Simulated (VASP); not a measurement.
# BaO (Fm-3m) in VASP: a series of runs, part 2 of 2

VASP 6.6.1. Earlier steps stand in the parts before.

### Step 3. Band structure, r2SCAN

INCAR reads:

```
  ALGO = Normal
  EDIFF = 1E-7
  ENCUT = 520
  ISIF = 2
  ISMEAR = 0
  LASPH = True
  LCHARG = False
  LMIXTAU = True
  LREAL = False
  LWAVE = False
  METAGGA = R2SCAN
  NELM = 60
  PREC = Accurate
  SIGMA = 0.02
```

KPOINTS reads:

```
k-points
0
Gamma
  8 8 8
```

POSCAR reads:

```
BaO
1.0
    0.0000000000      2.7658300000      2.7658300000
    2.7658300000      0.0000000000      2.7658300000
    2.7658300000      2.7658300000      0.0000000000
Ba O
1 1
Direct
    0.0000000000      0.0000000000      0.0000000000
    0.5000000000      0.5000000000      0.5000000000
```

KPOINTS_OPT reads:

```
path GXWKGLUWLK,UX
10
line-mode
reciprocal
 0.0000000000  0.0000000000  0.0000000000  G
 0.5000000000  0.0000000000  0.5000000000  X

 0.5000000000  0.0000000000  0.5000000000  X
 0.5000000000  0.2500000000  0.7500000000  W

 0.5000000000  0.2500000000  0.7500000000  W
 0.3750000000  0.3750000000  0.7500000000  K

 0.3750000000  0.3750000000  0.7500000000  K
 0.0000000000  0.0000000000  0.0000000000  G

 0.0000000000  0.0000000000  0.0000000000  G
 0.5000000000  0.5000000000  0.5000000000  L

 0.5000000000  0.5000000000  0.5000000000  L
 0.6250000000  0.2500000000  0.6250000000  U

 0.6250000000  0.2500000000  0.6250000000  U
 0.5000000000  0.2500000000  0.7500000000  W

 0.5000000000  0.2500000000  0.7500000000  W
 0.5000000000  0.5000000000  0.5000000000  L

 0.5000000000  0.5000000000  0.5000000000  L
 0.3750000000  0.3750000000  0.7500000000  K

 0.6250000000  0.2500000000  0.6250000000  U
 0.5000000000  0.0000000000  0.5000000000  X
```

Potentials or basis: VASP PAW PBE potentials, release 64 (Ba_sv, O).

Command:

```bash
$ cat potpaw_PBE.64/Ba_sv/POTCAR potpaw_PBE.64/O/POTCAR > POTCAR
$ mpirun -np 1 vasp_std > vasp.out
```

OUTCAR:

```text
EDIFF = 1E-7
   ENCUT = 520
   ISIF = 2
   ISMEAR = 0
   LASPH = True
   LREAL = False
   METAGGA = R2SCAN
   NELM = 60
   PREC = Accurate

 ion  position               nearest neighbor table
   1  0.000  0.000  0.000-   2 2.77   2 2.77   2 2.77   2 2.77   2 2.77   2 2.77
   2  0.500  0.500  0.500-   1 2.77   1 2.77   1 2.77   1 2.77   1 2.77   1 2.77

  LATTYP: Found a face centered cubic cell.
 ALAT       =     5.5316600000

  Lattice vectors:

 A1 = (   0.0000000000,   2.7658300000,   2.7658300000)
 A2 = (   2.7658300000,   0.0000000000,   2.7658300000)
 A3 = (   2.7658300000,   2.7658300000,   0.0000000000)

Analysis of symmetry for initial positions (statically):
=====================================================================
 Subroutine PRICEL returns:
 Original cell was already a primitive cell.

 Routine SETGRP: Setting up the symmetry group for a
 face centered cubic supercell.

 Subroutine GETGRP returns: Found 48 space group operations
 (whereof 48 operations were pure point group operations)
 out of a pool of 48 trial point group operations.

The static configuration has the point symmetry O_h .

Analysis of symmetry for dynamics (positions and initial velocities):
=====================================================================
 Subroutine PRICEL returns:
 Original cell was already a primitive cell.

 Routine SETGRP: Setting up the symmetry group for a
 face centered cubic supercell.

 Subroutine GETGRP returns: Found 48 space group operations
 (whereof 48 operations were pure point group operations)
 out of a pool of 48 trial point group operations.

The dynamic configuration has the point symmetry O_h .

 Subroutine INISYM returns: Found 48 space group operations
 (whereof 48 operations are pure point group operations),
 and found     1 'primitive' translations

----------------------------------------------------------------------------------------

                                     Primitive cell

[... 120 lines left out ...]
   LRPA    =     F    only Hartree local field effects (RPA)
 non-spin polarized calculation
 Gauss-broadening in eV      SIGMA  =   0.02
  energy-cutoff  :      520.00
  volume of cell :       42.32
 maximum number of plane-waves:      1158
 NGX is ok and might be reduce to    30
   NGX = 15   NGY = 15   NGZ = 15

 number of electron      15.9999998 magnetization

 Free energy of the ion-electron system (eV)
  ---------------------------------------------------
  ext. energy  EPLUGINS =         0.00000000
  ---------------------------------------------------
  free energy    TOTEN  =       -37.81909394 eV

  energy without entropy =      -37.81909394  energy(sigma->0) =      -37.81909394

 E-fermi :   1.7902     XC(G=0): -10.1860

 val. band max:        1.6801753713   @ k =   0.5000   0.5000   0.0000
 cond. band min:       3.9738409191   @ k =   0.5000   0.5000   0.0000
 fundamental gap:      2.2936655478
 Fermi energy:         1.7902493103

 k-point     1 :       0.0000    0.0000    0.0000
  band No.  band energies     occupation
      1     -24.9975      2.00000
      2     -14.3165      2.00000
      3      -9.0696      2.00000
      4      -9.0696      2.00000
      5      -9.0696      2.00000
      6       1.2965      2.00000
      7       1.2965      2.00000
      8       1.2965      2.00000
      9       5.8251      0.00000
     10       6.7998      0.00000
     11       6.7998      0.00000
     12       6.7998      0.00000
[... 331 lines left out ...]
 k-point    24 :      -0.3750    0.2500    0.1250
  band No.  band energies     occupation
      1     -24.6839      2.00000
      2     -14.8679      2.00000
      3      -9.7226      2.00000
      4      -9.6974      2.00000
      5      -9.1923      2.00000
      6       0.1235      2.00000
      7       0.7338      2.00000
      8       0.7935      2.00000
      9       6.9240      0.00000
     10       7.5616      0.00000
     11      10.0704      0.00000
     12      10.1717      0.00000

 [... further k-points ...]

------------------------ aborting loop because EDIFF is reached ----------------------------------------

  FORCE on cell =-STRESS in cart. coord.  units (eV):
  Direction    XX          YY          ZZ          XY          YZ          ZX
  --------------------------------------------------------------------------------------
  -------------------------------------------------------------------------------------
  Total        0.5897948      0.5897948      0.5897948      0.0000000     -0.0000000      0.0000000
  in kB       22.3308398     22.3308398     22.3308398      0.0000000     -0.0000000      0.0000000
  external PRESSURE =      22.3308398 kB  Pullay stress =       0.0000000 kB

 VOLUME and BASIS-vectors are now :
 -----------------------------------------------------------------------------
  energy-cutoff  :      520.00
  volume of cell :       42.32
      direct lattice vectors                 reciprocal lattice vectors
     0.000000000  2.765830000  2.765830000    -0.180777560  0.180777560  0.180777560
     2.765830000  0.000000000  2.765830000     0.180777560 -0.180777560  0.180777560
     2.765830000  2.765830000  0.000000000     0.180777560  0.180777560 -0.180777560

 POSITION                                       TOTAL-FORCE (eV/Angst)
 -----------------------------------------------------------------------------------
      0.00000      0.00000      0.00000         0.000000     -0.000000     -0.000000
      2.76583      2.76583      2.76583        -0.000000      0.000000      0.000000
 -----------------------------------------------------------------------------------
    total drift:                                0.000000      0.000000      0.000000

  FREE ENERGIE OF THE ION-ELECTRON SYSTEM (eV)
  ---------------------------------------------------
  free  energy   TOTEN  =       -37.8190939430 eV

  energy  without entropy=      -37.8190939430  energy(sigma->0) =      -37.81909394
```

stdout:

```text
POSCAR found type information on POSCAR BaO
 POSCAR found :  2 types and       2 ions
 scaLAPACK will be used
 -----------------------------------------------------------------------------
|                                                                             |
|                                                                             |
|     You enforced a specific xc type in the INCAR file but a different       |
|     I HOPE YOU KNOW WHAT YOU ARE DOING!                                     |
|                                                                             |
 -----------------------------------------------------------------------------

 LDA part: xc-table for (None), standard interpolation
 POSCAR, INCAR and KPOINTS ok, starting setup
 FFT: planning ... GRIDC
 FFT: planning ... GRID_SOFT
 FFT: planning ... GRID
 WAVECAR not read
 entering main loop
 Start KPOINTS_OPT (optional k-point list driver)
k-point batch [1-29\100]
k-point batch [30-58\100]
k-point batch [59-87\100]
k-point batch [88-100\100]
```

It took 2.1 min on 1 thread of Intel Xeon Platinum 8559C (Emerald Rapids), shared host; peak memory 0.18 GiB.

Results:

```yaml
Free_energy: -37.8191 eV
Pressure: 2.2 GPa
Band_gap_on_the_k_mesh: 2.29 eV, direct
Band_gap_along_the_path: 2.29 eV, direct
```

Levels at the corners of the path, in eV from the valence-band top:
| point | band 4 | band 5 | band 6 | band 7 | band 8 | band 9 | band 10 | band 11 | band 12 |
| --- | --- | --- | --- | --- | --- | --- | --- | --- | --- |
| Γ | -10.75 | -10.75 | -0.38 | -0.38 | -0.38 | 4.14 | 5.12 | 5.12 | 5.12 |
| X | -11.34 | -11.34 | -0.18 | -0.18 | 0.00 | 2.29 | 6.59 | 9.57 | 10.00 |
| X | -11.34 | -11.34 | -0.18 | -0.18 | 0.00 | 2.29 | 6.59 | 9.57 | 10.00 |
| W | -11.82 | -10.84 | -1.36 | -0.21 | -0.21 | 5.00 | 5.00 | 7.46 | 10.28 |
| W | -11.82 | -10.84 | -1.36 | -0.21 | -0.21 | 5.00 | 5.00 | 7.46 | 10.28 |
| K | -11.23 | -11.18 | -0.94 | -0.77 | -0.15 | 3.77 | 7.01 | 7.62 | 9.13 |
| K | -11.23 | -11.18 | -0.94 | -0.77 | -0.15 | 3.77 | 7.01 | 7.62 | 9.13 |
| Γ | -10.75 | -10.75 | -0.38 | -0.38 | -0.38 | 4.14 | 5.12 | 5.12 | 5.12 |
| Γ | -10.75 | -10.75 | -0.38 | -0.38 | -0.38 | 4.14 | 5.12 | 5.12 | 5.12 |
| L | -10.87 | -10.87 | -1.99 | -1.52 | -1.52 | 5.32 | 7.67 | 7.67 | 8.72 |
| L | -10.87 | -10.87 | -1.99 | -1.52 | -1.52 | 5.32 | 7.67 | 7.67 | 8.72 |
| U | -11.23 | -11.18 | -0.94 | -0.77 | -0.15 | 3.77 | 7.01 | 7.62 | 9.13 |
| U | -11.23 | -11.18 | -0.94 | -0.77 | -0.15 | 3.77 | 7.01 | 7.62 | 9.13 |
| W | -11.82 | -10.84 | -1.36 | -0.21 | -0.21 | 5.00 | 5.00 | 7.46 | 10.28 |
| W | -11.82 | -10.84 | -1.36 | -0.21 | -0.21 | 5.00 | 5.00 | 7.46 | 10.28 |
| L | -10.87 | -10.87 | -1.99 | -1.52 | -1.52 | 5.32 | 7.67 | 7.67 | 8.72 |
| L | -10.87 | -10.87 | -1.99 | -1.52 | -1.52 | 5.32 | 7.67 | 7.67 | 8.72 |
| K | -11.23 | -11.18 | -0.94 | -0.77 | -0.15 | 3.77 | 7.01 | 7.62 | 9.13 |
| U | -11.23 | -11.18 | -0.94 | -0.77 | -0.15 | 3.77 | 7.01 | 7.62 | 9.13 |
| X | -11.34 | -11.34 | -0.18 | -0.18 | 0.00 | 2.29 | 6.59 | 9.57 | 10.00 |

Caveat: the PAW data sets were made with another functional, which shifts forces and pressure a little; spin-orbit coupling is left out, which moves the levels of the heavy elements.
